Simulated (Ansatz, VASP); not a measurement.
In: VASP beside Ansatz

```
CELL_PARAMETERS angstrom
-1.84410 1.84410 1.84410
1.84410 -1.84410 1.84410
1.84410 1.84410 -1.84410
ATOMIC_POSITIONS crystal
In 0.00000 0.00000 0.00000
```

Change from the starting cell: volume scaled by 0.94.

Alike in both runs: task single point; functional PBE; k mesh 10 × 10 × 10; occupations fermi-dirac, width 0.05 eV; no spin polarisation.

```csv
,VASP,Ansatz
version,VASP 6.6.1,Ansatz 0.2.0
potentials or method,"VASP PAW PBE potentials, release 64 (In_d)",Ansatz PAW
plane-wave cutoff (eV),520,420
valence electrons in the cell,13,13
```

```csv
,VASP,Ansatz,Ansatz less VASP
gap on the k mesh at the Fermi level (eV),none,none,-
pressure (GPa),4.4,4.4,+0.04
```

A gap of «none» marks a metal or a gap that the smearing closes.
